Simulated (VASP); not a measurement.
A run of VASP 6.6.1 is set up as follows.

The input INCAR:

```
PREC = Normal
ENCUT = 520
EDIFF = 1E-4
ISMEAR = 0
SIGMA = 0.15
LREAL = False
LASPH = True
NELM = 60
ALGO = Fast
ISIF = 3
LWAVE = False
LCHARG = False
GGA = PE
IBRION = 2
NSW = 24
EDIFFG = -0.08
```

The input KPOINTS:

```
Automatic mesh
0
Gamma
  4 4 4
```

Contents of POSCAR:

```
Si3Ge
1.0
    4.9115394200      0.0000000000      0.0000000000
    0.0000000000      4.9115394200      0.0000000000
    0.0000000000      0.0000000000      4.9115394200
Si Ge
6 2
Direct
    0.2500000000      0.0000000000      0.5000000000
    0.7500000000      0.0000000000      0.5000000000
    0.0000000000      0.5000000000      0.2500000000
    0.0000000000      0.5000000000      0.7500000000
    0.5000000000      0.7500000000      0.0000000000
    0.5000000000      0.2500000000      0.0000000000
    0.0000000000      0.0000000000      0.0000000000
    0.5000000000      0.5000000000      0.5000000000
```

Potentials or basis: VASP PAW PBE potentials, release 64 (Si, Ge_d).

Launch:

```console
$ cat potpaw_PBE.64/Si/POTCAR potpaw_PBE.64/Ge_d/POTCAR > POTCAR
$ mpirun -np 1 vasp_std > vasp.out
```

**Question.** Predict the space group after relaxing (to 0.05 Å).

**Answer.** Pm-3n (No. 223).

**Question.** Estimate the relaxed volume.

**Answer.** 16.20 Å³/atom.

The path:
```csv
step,energy change (eV),largest force (eV/Å),pressure (GPa),volume (Å³)
1,0.0000,0.0000,9.35,118.48
2,-0.2644,0.0000,-2.49,133.92
3,-0.2946,0.0000,-0.53,129.61
```

Caveat: the relaxation stopped at a loose force limit of 0.08 eV/Å, so its end isn't a converged minimum.
